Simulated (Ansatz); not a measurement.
# In in Cu(111), 2x2: scattering by a point defect, part 2 of 2

How strong a scatterer is In in Cu(111), 2x2, and does relaxation matter?

Ansatz 0.2.0; Ansatz plane-wave DFT, PBE, PAW files; ballistic transport by layer matching (Landauer), zero bias; PAW set soft_1.

So far. Step 2 (Transmission at ideal sites): Over the solved energies the transmission per spin lies between 2.94 and 2.97, out of 3.14 channels of the lead on average (up to 3.15). Step 3 (Resistance at ideal sites): Averaged over the energies near the Fermi level, 94.5 % of the channels pass, which makes 0.0538 fΩ m².

### 4. The same junction, with changed settings

The run is repeated with changed settings as a check of sensitivity.

This step: Ansatz plane-wave DFT, PBE, PAW files; ballistic transport by layer matching (Landauer), zero bias; changed: scf.lower_state_search = "light", basis.ecutwfc = "300 eV"; PAW set soft_1 (Ansatz 0.2.0).

The input, input.yaml:

```yaml
crystal:
  lattice:
    - [5.1123254594, 0.0, 0.0]
    - [-2.5561627297, 4.4274037203, 0.0]
    - [-1.2780813649, 0.73790062, 22.9580794202]
  atoms:
    - { symbol: Cu, position: [0.0075757576, 0.9924242424, 0.0454545455] }
    - { symbol: Cu, position: [0.0075757576, 0.4924242424, 0.0454545455] }
    - { symbol: Cu, position: [0.5075757576, 0.9924242424, 0.0454545455] }
    - { symbol: Cu, position: [0.5075757576, 0.4924242424, 0.0454545455] }
    - { symbol: Cu, position: [0.1893939394, 0.3106060606, 0.1363636364] }
    - { symbol: Cu, position: [0.1893939394, 0.8106060606, 0.1363636364] }
    - { symbol: Cu, position: [0.6893939394, 0.3106060606, 0.1363636364] }
    - { symbol: Cu, position: [0.6893939394, 0.8106060606, 0.1363636364] }
    - { symbol: Cu, position: [0.3712121212, 0.1287878788, 0.2272727273] }
    - { symbol: Cu, position: [0.3712121212, 0.6287878788, 0.2272727273] }
    - { symbol: Cu, position: [0.8712121212, 0.1287878788, 0.2272727273] }
    - { symbol: Cu, position: [0.8712121212, 0.6287878788, 0.2272727273] }
    - { symbol: Cu, position: [0.053030303, 0.946969697, 0.3181818182] }
    - { symbol: Cu, position: [0.053030303, 0.446969697, 0.3181818182] }
    - { symbol: Cu, position: [0.553030303, 0.946969697, 0.3181818182] }
    - { symbol: Cu, position: [0.553030303, 0.446969697, 0.3181818182] }
    - { symbol: Cu, position: [0.2348484848, 0.2651515152, 0.4090909091] }
    - { symbol: Cu, position: [0.2348484848, 0.7651515152, 0.4090909091] }
    - { symbol: Cu, position: [0.7348484848, 0.2651515152, 0.4090909091] }
    - { symbol: Cu, position: [0.7348484848, 0.7651515152, 0.4090909091] }
    - { symbol: In, position: [0.4166666667, 0.0833333333, 0.5] }
    - { symbol: Cu, position: [0.4166666667, 0.5833333333, 0.5] }
    - { symbol: Cu, position: [0.9166666667, 0.0833333333, 0.5] }
    - { symbol: Cu, position: [0.9166666667, 0.5833333333, 0.5] }
    - { symbol: Cu, position: [0.0984848485, 0.9015151515, 0.5909090909] }
    - { symbol: Cu, position: [0.0984848485, 0.4015151515, 0.5909090909] }
    - { symbol: Cu, position: [0.5984848485, 0.9015151515, 0.5909090909] }
    - { symbol: Cu, position: [0.5984848485, 0.4015151515, 0.5909090909] }
    - { symbol: Cu, position: [0.2803030303, 0.2196969697, 0.6818181818] }
    - { symbol: Cu, position: [0.2803030303, 0.7196969697, 0.6818181818] }
    - { symbol: Cu, position: [0.7803030303, 0.2196969697, 0.6818181818] }
    - { symbol: Cu, position: [0.7803030303, 0.7196969697, 0.6818181818] }
    - { symbol: Cu, position: [0.4621212121, 0.0378787879, 0.7727272727] }
    - { symbol: Cu, position: [0.4621212121, 0.5378787879, 0.7727272727] }
    - { symbol: Cu, position: [0.9621212121, 0.0378787879, 0.7727272727] }
    - { symbol: Cu, position: [0.9621212121, 0.5378787879, 0.7727272727] }
    - { symbol: Cu, position: [0.1439393939, 0.8560606061, 0.8636363636] }
    - { symbol: Cu, position: [0.1439393939, 0.3560606061, 0.8636363636] }
    - { symbol: Cu, position: [0.6439393939, 0.8560606061, 0.8636363636] }
    - { symbol: Cu, position: [0.6439393939, 0.3560606061, 0.8636363636] }
    - { symbol: Cu, position: [0.3257575758, 0.1742424242, 0.9545454545] }
    - { symbol: Cu, position: [0.3257575758, 0.6742424242, 0.9545454545] }
    - { symbol: Cu, position: [0.8257575758, 0.1742424242, 0.9545454545] }
    - { symbol: Cu, position: [0.8257575758, 0.6742424242, 0.9545454545] }
kpoints:
  mp_grid: { grid: [5, 5, 1] }
hamiltonian:
  xc: pbe
  pseudopotentials: { kind: paw, azcp: { folder: soft_1 } }
scf:
  occupations: { method: fermi_dirac, width: 0.1 }
  lower_state_search: light
output:
  transmission: { leads: [[0, 4]], kmesh: [12, 12], e_range: [-0.1, 0.1], de: 0.05 }
  write_potential: true
  write_density: true
  volumetric_format: npy
basis:
  ecutwfc: "300 eV"
```

Command:

```
$ ansatz run input.yaml --threads 4 --pin off --max-ram 15360MiB --backend cpu --events-out ev --progress --plain --runs-dir out
```

Numbers of over 12 decimals in the logs are rounded to 6 here.

The program printed:

```text
Warning: basis.ecutwfc = 300 eV is below the records' recommended 420 eV, and the density's cutoff is lower with it unless basis.ecutrho_ratio is high enough to keep the records' density cutoff: compare with a run at a higher cutoff
[...]
Crystal: 44 atoms, lattice volume = 519.641 Å³
Basis set: ecut = 300 eV, 6137 PW (Γ)
Bands: 498, of which v1, the nominal top of the filled ones, is band 415 counted from 1 (414 counted from 0)
Symmetry: 4 space group operations
[...]
k-points: 9 of 25
[...]
SCF iter   1: F=—  HF=-290518.981929 eV  |F-HF|=—  |Δ(HF+E_count)|=         —  Δρ=2.82e-1  dr2=5.23e2  ethr=3.10e-3  ⟨swp⟩=4.7  Hψ=13340  notcnv=0  defer=10
[...]
SCF iter  15: F=-290473.232300 eV  HF=-290473.232300 eV  |F-HF|=5.52e-8  |Δ(HF+E_count)|=   6.17e-9  Δρ=1.45e-6  dr2=6.35e-8  ethr=1.20e-11  ⟨swp⟩=7.1  Hψ=15428  notcnv=0
SCF 1 converged in 15 iterations: F = -290473.232300 eV  dr2 = 6.35e-8
[...]
transmission: 151 of 1505 steps passed
transmission: 303 of 1505 steps passed
[...]
transmission: 1505 of 1505 steps passed
SCF converged after 15 iterations
Free energy (F): -290473.232300 eV
[...]
Internal energy: -290472.756611 eV  (E = F + TS)
E sigma→0 (E₀):  -290472.994455 eV
Entropy (-TS):   -0.475689 eV (-10.811 meV/atom)
Fermi energy:    16.536930 eV
[...]
--- Band table (eV; the first three rows and the last of 9) ---
  k-point 0: bands = [... 411 lower, 16.5964, 16.5989, 16.8800, 16.8859, 17.0077, 17.0158, 17.2101, 17.2321, ... 79 higher]
  k-point 1: bands = [... 411 lower, 16.1609, 16.2940, 16.3098, 16.3897, 16.4319, 16.4685, 16.5931, 16.7423, ... 79 higher]
  k-point 2: bands = [... 411 lower, 16.2744, 16.2932, 16.3692, 16.4283, 16.5284, 16.7735, 16.8181, 16.8685, ... 79 higher]
  k-point 8: bands = [... 411 lower, 16.2564, 16.2637, 16.3325, 16.3334, 16.5414, 16.5560, 16.6833, 16.6877, ... 79 higher]
--- Transmission ---
  basis      : 151 plane waves across, 35 finite elements along
  points     : 43, standing for a mesh of 12 x 12
[...]
channels       : 3.145833e0 a spin
[...]
junction   : crystal 0 to crystal 0, 0.70 to 21.57 Å
    transmission   : 2.975095e0 a spin
[...]
```

The job ended after 2.9 min (4 threads of Arm Neoverse V1, shared host; peak memory 3.5 GiB).

Residual by cycle:

cycle, log10 residual and a bar from the least value:
```
        1        2.7 ##############################
        2        2.2 #############################
        4        1.3 ##########################
        5        0.5 #######################
        6       -0.3 #####################
        7       -0.8 ###################
        9       -3.2 ############
       10       -3.8 ##########
       11       -4.2 #########
       12       -4.9 #######
       14       -6.4 ##
       15       -7.2
```

The run finished with changed settings (scf.lower_state_search = "light" and basis.ecutwfc = "300 eV"); it serves as a test.

The two runs compared:

```csv
quantity,this run,sound run,difference
free energy (eV),-290473.23,-290480.00,6.77
energy at zero smearing (eV),-290472.99,-290479.76,6.77
Fermi energy (eV),16.537,16.592,-0.0554
transmission per spin nearest the Fermi level,2.9751,2.9744,7.2e-4
```

### 5. Results

```yaml
share_of_channels_that_pass_rigid: 0.945
area_resistance_rigid: 0.0538 fΩ m²
resistivity_per_at_from_the_area_resistance_times_3_over_4_rigid: 0.774 µΩ cm
```

The plane of defects adds 0.054 fΩ m². Scaled to one atomic per cent that is 1.0 µΩ cm as it stands and 0.77 with the factor 3/4 for isotropic scattering on a spherical Fermi surface. These are rough estimates of the dilute value, not bounds. One In in each 2x2 cell reflects 5.5 % of the lead's channels. The defects form a dense periodic sheet that scatters coherently, unlike a dilute random alloy. T and N are means over the solved energies nearest the Fermi level.

[Logs are printed without paths, hosts, clocks, repeated set-up lines and the standing remarks that a program may print on its own settings, such as how far it seeks lower states.]

[Hosts, paths, dates, database ids (printed as entryN), source tags and the programs' standing remarks are cut or masked in the printed files.]
